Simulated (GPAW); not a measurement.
Here is a GPAW 26.7.0 calculation.

File run.py:

```python
from ase.dft.bandgap import bandgap
from ase.io import read, write
from ase.units import GPa
from gpaw import GPAW, PW, setup_paths

setup_paths.insert(0, '.')

atoms = read('POSCAR')

calc = GPAW(mode=PW(600),
            xc='GGA_X_PW91+GGA_C_PW91',
            kpts={'size': (11, 11, 11), 'gamma': True},
            occupations={'name': 'fermi-dirac', 'width': 0.05},
            nbands=18,
            convergence={'density': 1e-05, 'energy': 1e-05},
            maxiter=150,
            txt='gpaw.txt')
atoms.calc = calc
energy = atoms.get_potential_energy()
forces = atoms.get_forces()
stress = atoms.get_stress()
calc.write('gs.gpw')
write('result.traj', atoms)
print(f'Energy: {energy:.6f} eV')
print('Forces (eV/A):')
print(forces.round(4))
print('Stress (GPa):', (stress / GPa).round(3))
print('Fermi level:', round(calc.get_fermi_level(), 4), 'eV')
print(f'Gap: {bandgap(calc)[0]:.4f} eV, direct: {bandgap(calc, direct=True)[0]:.4f} eV')
```

Contents of POSCAR:

```
Ag
1.0
   -1.6556540000      1.6556540000      1.6556540000
    1.6556540000     -1.6556540000      1.6556540000
    1.6556540000      1.6556540000     -1.6556540000
Ag
1
Direct
    0.0000000000      0.0000000000      0.0000000000
```

Potentials or basis: PAW data sets generated in the run's folder for this functional, pw.

Launch:

```console
$ gpaw-setup -f GGA_X_PW91+GGA_C_PW91 Ag
$ OMP_NUM_THREADS=1 python run.py
```

Estimate the pressure.

-1.1 GPa.

What does it give for the band gap on the k mesh?

None (metal or under the smearing width).
